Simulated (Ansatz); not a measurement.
**Is this SbS4 stable against decomposition?**

Computed with DFT PBE, scalar-relativistic, plane waves, PAW in Ansatz 0.2.0. All cells share a 420 eV cutoff and Γ-centred k meshes spaced at most about 0.3 Å⁻¹ (about 0.25 or finer for metals, 2π included). No spin polarisation.

Energies over the elements count from the elements' standard structures at the same level, with no fitted energy shifts.

These are static total energies at zero pressure. Weakly bound directions are ill-defined at this level, which has no dispersion term (Sb2S3 Pnma). These runs have no spin–orbit coupling, which can matter for Sb. In SbS4 Im-3m an odd number of electrons in the primitive cell allows no gap without spin; a larger cell or a magnetic state could open one. The reference form of S is held partly by dispersion forces, which this level lacks.

The competitors are the elements and 1 reference phase of this chemical system (from databases or known types: Sb2S3), relaxed at the same level; other known phases may be missing.

The candidate was reached from: random cell.

```cif
data_structure
_symmetry_space_group_name_H-M 'P 1'
_symmetry_Int_Tables_number 1
_cell_length_a 5.3528
_cell_length_b 5.3528
_cell_length_c 5.3528
_cell_angle_alpha 109.471
_cell_angle_beta 109.471
_cell_angle_gamma 109.471
_cell_volume 118.06
loop_
_atom_site_label
_atom_site_type_symbol
_atom_site_fract_x
_atom_site_fract_y
_atom_site_fract_z
_atom_site_occupancy
Sb1 Sb 0.00000 0.00000 0.00000 1
S1 S 0.50000 0.50000 0.50000 1
S2 S 0.00000 0.00000 0.50000 1
S3 S 0.00000 0.50000 0.00000 1
S4 S 0.50000 0.00000 0.00000 1
```

Problem. Where does it stand against these competitors?

Solution. Not stable. Its formation energy is 0.777 eV/atom. The lowest competing mixture at this composition is this:

```csv
phase,space group,source,share of atoms,ΔE_f (eV/atom)
S,-,element,0.5000,-0.0011
Sb2S3,Pnma (No. 62),Materials Project,0.5000,-0.266
```

The lowest database cell of S (-0.0011) lies slightly below the reference, hence the non-zero entry.

The mixture lies at -0.134 eV/atom, and the candidate lies 0.91 eV/atom above it. The candidate matches no cell in the subsets of the Crystallography Open Database and the Materials Project at hand. The margin is far too high for a likely synthesis.
